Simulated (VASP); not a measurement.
Here is a VASP 6.6.1 calculation.

INCAR

```
SYSTEM = SiNi
  ALGO = Normal
  EDIFF = 1E-7
  EDIFFG = -0.005
  ENCUT = 600
  GGA = PS
  IBRION = 2
  ISIF = 3
  ISMEAR = 1
  KPAR = 4
  LASPH = .True.
  LCHARG = .False.
  LREAL = .False.
  LWAVE = .False.
  NELM = 80
  NSW = 90
  PREC = Accurate
  SIGMA = 0.1
```

KPOINTS

```
k-points
0
Gamma
  8 12 8
  0 0 0
```

File POSCAR:

```
SiNi                                    
1.0
    5.0883760831      0.0000000000      0.0000000000
    0.0000000000      3.3635743056      0.0000000000
    0.0000000000      0.0000000000      5.5214939746
  Si              Ni            
     4     4
Direct
     0.3211278575853593    0.7500000000000000    0.0871233152528832
     0.1788721424146407    0.2500000000000000    0.5871233152528832
     0.8211278575853592    0.7500000000000000    0.4128766847471168
     0.6788721424146408    0.2500000000000000    0.9128766847471168
     0.0095211598624491    0.2500000000000000    0.1874500559265339
     0.4904788401375509    0.7500000000000000    0.6874500559265337
     0.5095211598624491    0.2500000000000000    0.3125499440734661
     0.9904788401375509    0.7500000000000000    0.8125499440734663
```

Potentials or basis: VASP PAW PBE potentials, release 64 (Si, Ni).

Run with:

```console
$ cat potpaw_PBE.64/Si/POTCAR potpaw_PBE.64/Ni/POTCAR > POTCAR
$ mpirun -np 4 vasp_std > vasp.out
```

Task: Estimate the band gap on the k mesh.

Result: None (metal or under the smearing width).

Final structure:
```
CELL_PARAMETERS angstrom
5.08697 0.00000 0.00000
0.00000 3.36401 0.00000
0.00000 0.00000 5.52187
ATOMIC_POSITIONS crystal
Si 0.32111 0.75000 0.08712
Si 0.17889 0.25000 0.58712
Si 0.82111 0.75000 0.41288
Si 0.67889 0.25000 0.91288
Ni 0.00955 0.25000 0.18739
Ni 0.49045 0.75000 0.68739
Ni 0.50955 0.25000 0.31261
Ni 0.99045 0.75000 0.81261
```

 Spin polarisation is off, so any magnetic state and its effect on volume and gap are missing.
